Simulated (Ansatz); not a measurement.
# SnO$_{2}$ (I4_1/amd), random displacements

The calculation used DFT r2SCAN, scalar-relativistic, plane waves, PAW (Ansatz 0.2.0). Settings: plane waves to 500 eV, k-mesh 10×10×10 (Γ-centred), Gaussian smearing 0.05 eV. No spin polarisation. Energies are free energies at this smearing, counted from the undisturbed cell; pressure is positive in compression.

The starting cell (as given, not relaxed at this level; this form isn't the usual structure):

```
CELL_PARAMETERS angstrom
-2.00007 2.00007 5.12368
2.00007 -2.00007 5.12368
2.00007 2.00007 -5.12368
ATOMIC_POSITIONS crystal
Sn 0.75000 0.25000 0.50000
Sn 0.00000 0.00000 0.00000
O 0.79652 0.79652 0.00000
O 0.95348 0.45348 0.50000
O 0.20348 0.20348 0.00000
O 0.54652 0.04652 0.50000
```

The atoms are displaced (Å, in the unstrained cell):

| atom | ux | uy | uz |
| --- | --- | --- | --- |
| Sn1 | 0.254 | 0.140 | 0.434 |
| Sn2 | 0.251 | 0.294 | 0.005 |
| O3 | -0.246 | 0.536 | 0.139 |
| O4 | 0.015 | 0.002 | 0.171 |
| O5 | -0.426 | -0.575 | -0.400 |
| O6 | 0.152 | -0.398 | -0.349 |

The cell is not strained.

Question: What are the energy change, the stress and the forces?

Answer: ΔE = 4059.3 meV/atom; stress (xx, yy, zz, yz, xz, xy; compression positive) (101.92, 210.03, 39.02, 25.10, -3.13, -3.22) GPa; gap on the mesh 0.34 eV.
```tsv
atom	Fx (eV/Å)	Fy	Fz
Sn1	-22.06	-5.01	-9.15
Sn2	0.54	-79.95	-2.87
O3	22.65	3.58	0.56
O4	4.21	-2.63	1.23
O5	0.49	1.54	1.90
O6	-5.84	82.47	8.33
```

Cost: 1 run of about 4.5 core-minutes, on Arm Neoverse V2 (shared hosts).